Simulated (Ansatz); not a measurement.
## CdO2 in Ansatz: the effect of functional

Crystal: CdO2.

```xyz
3
Lattice="3.4993 0.0000 0.0000 -1.7496 3.0304 0.0000 0.0000 0.0000 4.1755" Properties=species:S:1:pos:R:3 pbc="T T T"
Cd    0.0000    0.0000    0.0000
O     0.0000    2.0203    1.0197
O     1.7496    1.0101    3.1558
```

The cell comes from a database or a generator and needn't be the stable form of this composition.

The cell isn't the ideal one: volume scaled by 1.02.

Alike in all runs:

| Item | Value |
| --- | --- |
| Program | Ansatz 0.2.0 |
| Task | single point |
| Potentials or basis | Ansatz PAW |
| k mesh | 9 × 9 × 7 |
| Occupations | fermi-dirac, width 0.05 eV |
| Spin | no spin polarisation |

```tsv
functional	cutoff	pressure (GPa)	largest force (eV/Å)
LDA	420 eV (not typed: the program's choice for these potentials)	?	?
PBEsol	420 eV (not typed: the program's choice for these potentials)	-11.7	0.41
r2SCAN	500 eV (not typed: the program's choice for these potentials)	-11.0	0.34
```

Task: What does the run with functional LDA give?

Result: Pressure -15.9 GPa; largest force 0.58 eV/Å.

Caveats: the PAW data sets come from PBE, with cores solved anew for the run's functional, which leaves a small shift of forces and pressure.

Runs at the PBE level aren't shown here.
